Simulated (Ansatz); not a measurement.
Axial (c/a) deformation path in Ge

The calculation used Ansatz, DFT PBE, scalar-relativistic, plane waves, PAW. Settings: plane waves to 420 eV, k-mesh 14×14×14 (Γ-centred), Gaussian smearing 0.15 eV. No spin polarisation. Energies are free energies at this smearing, counted from the undisturbed cell; pressure is positive in compression.

The starting cell (relaxed at this level; this form isn't the usual structure):

```
Ge
1.0
     0.00000    2.89468    5.05022
     2.64935    0.00000    5.05022
     2.64935    2.89468    0.00000
Ge
4
Direct
  0.77901 0.77901 0.22099
  0.22099 0.22099 0.77901
  0.27348 0.72652 0.27348
  0.72652 0.27348 0.72652
```

At fixed volume and fractional coordinates, lengths along (0.000, 0.000, 1.000) are scaled against those across it; ρ is that ratio over its starting value. The cell is metallic on the mesh throughout.

| ρ | ΔE (meV/atom) | pressure (GPa) |
| --- | --- | --- |
| 0.850 | 66.5 | 1.7 |
| 0.920 | 22.0 | 0.4 |
| 1.000 | 0.0 | 0.0 |
| 1.100 | 25.4 | 1.1 |
| 1.200 | 97.4 | 3.1 |

Cost: 5 runs of about 5.8 core-minutes in all, on Intel Xeon Platinum 8259CL (Skylake/Cascade Lake) (shared hosts).